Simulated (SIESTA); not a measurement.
**CdO2 under changes of volume**

One of the cells (14.760 Å³/atom); the others are scaled copies at fixed shape and fractional positions:

```
Cd O
1.0
     3.49925    0.00000    0.00000
    -1.74963    3.03044    0.00000
     0.00000    0.00000    4.17555
Cd O
1 2
Cartesian
  0.0000 0.0000 0.0000
  0.0000 2.0203 1.0197
  1.7496 1.0101 3.1558
```

The cell comes from a database or a generator and needn't be the stable form of this composition.

| Quantity | Value |
| --- | --- |
| Program | SIESTA 5.4.2 |
| Functional | PBEsol |
| Potentials or basis | PseudoDojo 0.4 standard (PBEsol files) |
| Basis | DZP (energy shift 0.003 Ry; two zetas on semicore shells) |
| Grid cutoff | 800 Ry |
| Energy shift | 0.003 Ry |
| k mesh | 9 × 9 × 7 |
| Occupations | fermi-dirac, width 0.05 eV |
| Spin | no spin polarisation |

```tsv
volume (Å³/atom)	energy over the lowest point (meV/atom)	pressure (GPa)	largest force (eV/Å)
13.602	0.00	-4.0	0.352
13.891	9.21	-5.8	0.214
14.181	21.59	-7.6	0.087
14.760	54.73	-10.3	0.147
15.049	?	?	?
15.338	96.60	-12.4	0.341
```

Q: What does the run at 15.049 Å³/atom give?

A: Energy over the lowest point 74.75 meV/atom; pressure -11.5 GPa; largest force 0.250 eV/Å.

Worked out: A Birch-Murnaghan fit of order 3 (a polynomial in V^(-2/3)) to the other rows has no minimum within the range. It gives 74.69 meV/atom at 15.049 Å³/atom, against the run's 74.75, and -dE/dV = -11.6 GPa, against -11.5.

Energies are extrapolated to zero smearing.

Caveats: the basis of atomic orbitals isn't converged, which shifts pressures, moduli and gaps.
